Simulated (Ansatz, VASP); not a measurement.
**W: VASP beside Ansatz**

```xyz
1
Lattice="-1.5770 1.5770 1.5770 1.5770 -1.5770 1.5770 1.5770 1.5770 -1.5770" Properties=species:S:1:pos:R:3 pbc="T T T"
W     0.0000    0.0000    0.0000
```

Alike in both runs: functional PBEsol; k mesh 24 × 24 × 24; occupations fermi-dirac, width 0.08 eV; no spin polarisation.

Ansatz relaxed the structure, and its values are those at the end. VASP's run is a single point on that final structure, the one shown.

|  | VASP | Ansatz |
| --- | --- | --- |
| version | VASP 6.6.1 | Ansatz 0.2.0 |
| potentials or method | VASP PAW PBE potentials, release 64 (W_sv) | PAW with Ansatz's default frozen-core files, scalar-relativistic |
| plane-wave cutoff (eV) | 520 | 420 |
| valence electrons in the cell | 14 | 14 |

VASP gave:

| Property | Result |
| --- | --- |
| pressure (GPa) | 0.7 |

Q: Which values does Ansatz return?

A: Pressure (GPa): 0.0.

Caveats: the PAW data sets were made with another functional, which shifts forces and pressure a little (VASP). Spin-orbit coupling is left out, which matters for the levels of W.
